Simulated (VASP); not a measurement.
Crystal: MnO.

```
Mn O
1.0
     3.37170    0.00000    0.00000
    -1.68585    2.91998    0.00000
     0.00000    0.00000    5.38550
Mn O
2 2
Direct
  0.33333 0.66667 0.01096
  0.66667 0.33333 0.51096
  0.33333 0.66667 0.37547
  0.66667 0.33333 0.87547
```

Measurements of this composition are mostly on another form, of space group No. 225.

Base run:

| Property | Result |
| --- | --- |
| Program | VASP 6.6.1 |
| Functional | PBEsol |
| Potentials or basis | VASP PAW PBE potentials, release 64 (Mn_pv, O) |
| Cutoff | 520 eV |
| k mesh | 6 × 6 × 4 |
| Occupations | gaussian, width 0.05 eV |
| Spin | no spin polarisation |
| Hubbard terms | Mn d U = 7 eV |

Its results: band gap on the k mesh none (metal or under the smearing width); pressure -20.0 GPa; largest force 0.392 eV/Å.

Q: The run is repeated on the same cell with these changes: spin from no spin polarisation to collinear spin, ferrimagnetic start; further incar settings from ALGO = Normal; EDIFF = 1e-07 to ALGO = Fast; EDIFF = 1e-07. What comes out?

A: Band gap on the k mesh 0.99 eV, indirect (least direct gap 1.01 eV); pressure 6.5 GPa; net moment 0.00 μB per cell; site moments Mn +4.64, -4.64; O -0.03, +0.03 μB; largest force 0.846 eV/Å.

Caveats: the PAW data sets were made with another functional, which shifts forces and pressure a little; U without spin polarisation on a metal has little footing (some runs).

A k mesh can miss the band edges.
